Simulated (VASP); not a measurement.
Set up this calculation in VASP 6.6.1, as the native input.

```yaml
Task: dielectric tensor
Functional: PBEsol
Potentials_or_basis: VASP PAW PBE potentials, release 64 (Cu, I)
Cutoff: 600 eV
k_mesh: 12 × 12 × 12
Occupations: gaussian, width 0.03 eV
Spin: no spin polarisation
Monkhorst-Pack_mesh: yes
Further_INCAR_settings: ALGO = Normal; EDIFF = 1e-08
```

The structure of CuI (Marshite) lies in POSCAR:

```
CuI                                     
1.0
   -0.0000000000      2.9440679222      2.9440679222
    2.9440679222      0.0000000000      2.9440679222
    2.9440679222      2.9440679222      0.0000000000
  Cu              I             
     1     1
Direct
     0.2500000000000000    0.2500000000000000    0.2500000000000000
     0.0000000000000000    0.0000000000000000    0.0000000000000000
```

One way to write it, as run:

INCAR

```
PREC = Accurate ; ENCUT = 600
EDIFF = 1E-8 ; ISMEAR = 0
SIGMA = 0.03 ; LREAL = False
LASPH = True ; NELM = 80
ALGO = Normal ; ISIF = 2
LWAVE = False ; LCHARG = False
GGA = PS ; LEPSILON = True
```

KPOINTS

```
Automatic mesh
0
Monkhorst-Pack
  12 12 12
```

Potentials or basis: VASP PAW PBE potentials, release 64 (Cu, I).

Launch:

```sh
$ cat potpaw_PBE.64/Cu/POTCAR potpaw_PBE.64/I/POTCAR > POTCAR
$ mpirun -np 1 vasp_std > vasp.out
```

It gave:

```json
{
 "Electronic dielectric tensor (diagonal)": "6.70",
 "Born charges (mean of the diagonal)": "Cu +0.96; I -0.96 e"
}
```

Wall time 40 min on 1 thread of Intel(R) Xeon(R) 6975P-C (Granite Rapids), with other jobs on the host, peak memory 1.8 GiB.
